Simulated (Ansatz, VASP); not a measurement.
# InAs: VASP beside Ansatz

```
CELL_PARAMETERS angstrom
0.00000 3.05356 3.05356
3.05356 0.00000 3.05356
3.05356 3.05356 0.00000
ATOMIC_POSITIONS crystal
In 0.75000 0.75000 0.75000
As 0.00000 0.00000 0.00000
```

The cell is a database's computed one.

Alike in both runs: task single point; functional PBEsol; k mesh 6 × 6 × 6; occupations gaussian, width 0.1 eV; no spin polarisation.

|  | VASP | Ansatz |
| --- | --- | --- |
| version | VASP 6.6.1 | Ansatz 0.2.0 |
| potentials or method | VASP PAW PBE potentials, release 64 (In_d, As) | scalar-relativistic, plane waves, PAW |
| plane-wave cutoff (eV) | 520 | 420 |
| valence electrons in the cell | 18 | 28 |

|  | VASP | Ansatz | Ansatz less VASP |
| --- | --- | --- | --- |
| gap on the k mesh at the Fermi level (eV) | none | none | - |
| pressure (GPa) | -0.4 | -0.5 | -0.08 |

A gap of «none» marks a metal or a gap that the smearing closes. The two sets of potentials don't hold the same shells in valence.

Caveats: the PAW data sets were made with another functional, which shifts forces and pressure a little (VASP); this crystal is a semiconductor, whose small gap the functional closes, so the metal is an error of the method.
